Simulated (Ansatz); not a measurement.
## C: equation of state with PBE

**Measured values to compare with.**

“Equation of state of cubic boron nitride at high pressures and temperatures”, 2007, arxiv:cond-mat/0702656 quotes, for a bulk crystal of C: bulk modulus 444.8 ± 0.8 GPa.

Crystal: C.

```
CELL_PARAMETERS angstrom
0.00000 1.78337 1.78337
1.78337 0.00000 1.78337
1.78337 1.78337 0.00000
ATOMIC_POSITIONS crystal
C 0.75000 0.75000 0.75000
C 0.50000 0.50000 0.50000
```

This isn't the form of C at room conditions, which is graphite.

- Program: Ansatz 0.2.0
- Task: equation of state
- Functional: PBE
- Potentials or basis: PseudoDojo standard
- Cutoff: 1116 eV
- Density cutoff: 4463 eV
- k mesh: 13 × 13 × 13
- Occupations: fermi-dirac, width 0.05 eV
- Spin: no spin polarisation

| Quantity | Value |
| --- | --- |
| Equilibrium volume | 5.70 Å³/atom |
| Bulk modulus | 432 GPa |
| Pressure derivative of the bulk modulus | 3.7 |

Energy against volume, from the lowest point:
| volume (Å³/atom) | energy (meV/atom) |
| --- | --- |
| 5.332 | 35.45 |
| 5.445 | 16.33 |
| 5.558 | 4.74 |
| 5.672 | 0.00 |
| 5.785 | 1.51 |
| 5.899 | 8.69 |
| 6.012 | 21.05 |

All runs of the series together: 27 s on 2 threads of Intel(R) Xeon(R) Processor @ 2.50GHz (Skylake/Cascade Lake), on a shared host.

Against the measured bulk modulus of C, 444.8 GPa (quoted in “Equation of state of cubic boron nitride at high pressures and temperatures”, 2007, arxiv:cond-mat/0702656), the calculated 432 GPa is off by -2.8 %. 3 values of this kind are on record (442 to 444.8 GPa); this one was drawn at random among those near their median, those with a stated uncertainty first. The fit is for a static lattice scaled at fixed shape and fixed fractional positions. The cell as given is a measured one (5.67 Å³/atom); PBE puts the equilibrium volume +0.5 % from it, thermal expansion not counted.
